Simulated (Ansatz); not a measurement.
Zn in Ansatz: convergence with smearing width

Input of the first run (smearing width 0.3 eV); the others differ in this setting and in those tied to it:

input.yaml

```yaml
crystal:
  lattice:
    - [0.0, 1.964776, 1.964776]
    - [1.964776, 0.0, 1.964776]
    - [1.964776, 1.964776, 0.0]
  atoms:
    - { symbol: Zn, position: [0.0, 0.0, 0.0] }
hamiltonian:
  xc: r2scan
  pseudopotentials: { kind: nc }
kpoints:
  mp_grid: { grid: [10, 10, 10] }
scf:
  occupations: { method: gaussian, width: 0.3 }
output:
  forces: true
  stress: true
  eigenvalues: true
```

Potentials or basis: Ansatz NC.

Command:

```bash
$ ansatz run input.yaml --threads 2 --pin off --max-ram 5632MiB --backend cpu --events-out ev --progress --plain --runs-dir out
```

This isn't the form of Zn at room conditions, which is hcp.

Hardware: 2 threads of Arm Neoverse V1, on a shared host.

Q: The values tried are 0.3 eV, 0.2 eV, 0.15 eV, 0.1 eV, 0.05 eV, 0.025 eV, 0.01 eV, 0.005 eV, loosest first. From which on does the energy stay within 1 meV/atom of the tightest run that finished?

A: From 0.05 eV on.

| smearing width | energy less the tightest run, at zero smearing (meV/atom) | pressure (GPa) | SCF cycles | CPU time (s) | peak memory (GiB) |
| --- | --- | --- | --- | --- | --- |
| 0.3 eV | -2.65 | -4.43 | 7 | 6.5 | 0.47 |
| 0.2 eV | -1.92 | -4.57 | 7 | 8.1 | 0.47 |
| 0.15 eV | -1.74 | -4.63 | 7 | 7.6 | 0.47 |
| 0.1 eV | -1.23 | -4.65 | 7 | 7.7 | 0.47 |
| 0.05 eV | -0.54 | -4.65 | 7 | 7.7 | 0.47 |
| 0.025 eV | -0.21 | -4.65 | 7 | 7 | 0.47 |
| 0.01 eV | -0.04 | -4.60 | 7 | 7 | 0.47 |
| 0.005 eV | 0.00 | -4.48 | 7 | 7.1 | 0.47 |

Not settled before the last step: the pressure (to 0.1 GPa). Narrower smearing needs a denser k mesh, so at a fixed mesh the narrowest width isn't the most accurate. The tightest run that finished is the yardstick and may itself not be fully converged.

Caveat, for the tightest run too: the potentials were made for another functional, which shifts forces and pressure.
